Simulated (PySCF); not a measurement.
Point-charge models of `c1cn[nH]c1` (pyrazole) against its computed dipole.

Coordinates (GFN2-xTB, Å) and charges (e) from the PBE0/pcSseg-1 density (PySCF):

```json
{"atom": "C1", "x": "0.157", "y": "0.994", "z": "0.103", "Mulliken": "-0.3033", "IAO": "-0.2527", "Hirshfeld": "-0.1039", "ESP-fitted": "-0.3776"}
{"atom": "C2", "x": "1.218", "y": "0.097", "z": "-0.096", "Mulliken": "+0.1269", "IAO": "-0.0774", "Hirshfeld": "-0.0319", "ESP-fitted": "+0.1996"}
{"atom": "N3", "x": "0.777", "y": "-1.139", "z": "-0.206", "Mulliken": "-0.2550", "IAO": "-0.2471", "Hirshfeld": "-0.1597", "ESP-fitted": "-0.5045"}
{"atom": "N4", "x": "-0.544", "y": "-1.062", "z": "-0.084", "Mulliken": "-0.2370", "IAO": "-0.1132", "Hirshfeld": "-0.0154", "ESP-fitted": "+0.1140"}
{"atom": "C5", "x": "-0.967", "y": "0.205", "z": "0.104", "Mulliken": "+0.1842", "IAO": "-0.1089", "Hirshfeld": "-0.0235", "ESP-fitted": "-0.1540"}
{"atom": "H6", "x": "0.212", "y": "2.056", "z": "0.226", "Mulliken": "+0.0890", "IAO": "+0.1642", "Hirshfeld": "+0.0528", "ESP-fitted": "+0.1977"}
{"atom": "H7", "x": "2.266", "y": "0.307", "z": "-0.159", "Mulliken": "+0.0946", "IAO": "+0.1651", "Hirshfeld": "+0.0578", "ESP-fitted": "+0.1034"}
{"atom": "H8", "x": "-1.102", "y": "-1.899", "z": "-0.135", "Mulliken": "+0.1983", "IAO": "+0.3021", "Hirshfeld": "+0.1608", "ESP-fitted": "+0.2552"}
{"atom": "H9", "x": "-2.004", "y": "0.447", "z": "0.222", "Mulliken": "+0.1023", "IAO": "+0.1680", "Hirshfeld": "+0.0633", "ESP-fitted": "+0.1660"}
```

**Question.** Form Σ q r in debye for every column and set it beside the full dipole.

**Answer.** The full density gives (-2.23, 0.47, 0.25) D, 2.29 D in size; dipole vectors point from the negative to the positive end.

```tsv
scheme	μx	μy	μz	size (D)	share of the full size (%)	angle to the full dipole (°)
Mulliken	-1.59	0.83	0.24	1.81	79	15
IAO	-2.02	0.05	0.18	2.02	88	11
Hirshfeld	-1.49	-0.31	0.09	1.52	66	24
ESP-fitted	-2.20	0.45	0.24	2.26	99	0
```

**Question.** Which set comes closest?

**Answer.** Length of the difference vector: ESP-fitted 0.03 D, IAO 0.48 D, Mulliken 0.73 D, Hirshfeld 1.09 D. Closest: ESP-fitted. The schemes that divide the density aren't constrained to reproduce the dipole.

**Question.** What is left for the Hirshfeld atoms' own dipoles?

**Answer.** The Hirshfeld atoms' densities add up to the full density, so μ = Σ q r + Σ (atomic dipoles). The atomic dipoles sum to (-2.23, 0.47, 0.25) − (-1.49, -0.31, 0.09) = (-0.74, 0.78, 0.16) D, 1.09 D in size.

**Question.** With the origin at the mean of the coordinates, (0.002, 0.001, -0.003) Å, which are the largest single terms, by size, of the IAO dipole along the direction of the full one?

**Answer.** H7 -1.71, H9 +1.67, N3 +1.20, H8 +0.97, C5 -0.52 D; all 9 atoms together +1.99 D. The single terms depend on the origin, their sum doesn't.

**Question.** Give the size of the full dipole in other units.

**Answer.** 2.29 D = 0.902 au = 0.477 e·Å = 7.65 × 10⁻³⁰ C·m.

Isolated species at its GFN2-xTB geometry, gas phase.
